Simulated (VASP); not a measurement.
Here is a VASP 6.6.1 calculation.

File POSCAR:

```
Na
1.0
   -2.1410000000      2.1410000000      2.1410000000
    2.1410000000     -2.1410000000      2.1410000000
    2.1410000000      2.1410000000     -2.1410000000
Na
1
Cartesian
    0.0000000000      0.0000000000      0.0000000000
```

File INCAR.step1:

```
PREC = Accurate ; ENCUT = 600
EDIFF = 1E-8 ; ISMEAR = 1
SIGMA = 0.2 ; LREAL = F
LASPH = T ; NELM = 60
ALGO = Fast ; ISIF = 3
LWAVE = F ; LCHARG = F
GGA = PE ; IVDW = 13
IBRION = 2 ; NSW = 40
EDIFFG = -0.002
```

Contents of INCAR.step2:

```
PREC = Accurate ; ENCUT = 600
EDIFF = 1E-8 ; ISMEAR = 1
SIGMA = 0.2 ; LREAL = F
LASPH = T ; NELM = 60
ALGO = Fast ; ISIF = 2
LWAVE = F ; LCHARG = F
GGA = PE ; IVDW = 13
IBRION = 6 ; NFREE = 2
POTIM = 0.015 ; NSW = 1
```

Contents of KPOINTS:

```
Automatic mesh
0
Gamma
  7 7 7
```

Potentials or basis: VASP PAW PBE potentials, release 64 (Na_pv).

Run with:

```bash
$ cat potpaw_PBE.64/Na_pv/POTCAR > POTCAR
$ cp INCAR.step1 INCAR
$ mpirun -np 1 vasp_std > vasp.out
$ cp CONTCAR POSCAR
$ cp INCAR.step2 INCAR
$ mpirun -np 1 vasp_std > vasp.out
```

Problem. Predict the dispersion energy per atom.

Solution. -0.014 eV.

Problem. Predict the relaxed cell.

Solution. a = 3.624 Å, b = 3.624 Å, c = 3.624 Å, α = 109.47°, β = 109.47°, γ = 109.47°.

Problem. What does it give for the relaxed volume?

Solution. 36.63 Å³/atom.

Final structure:
```
Na
1.0
    -2.09218    2.09218    2.09218
     2.09218   -2.09218    2.09218
     2.09218    2.09218   -2.09218
Na
1
Direct
  0.00000 0.00000 0.00000
```
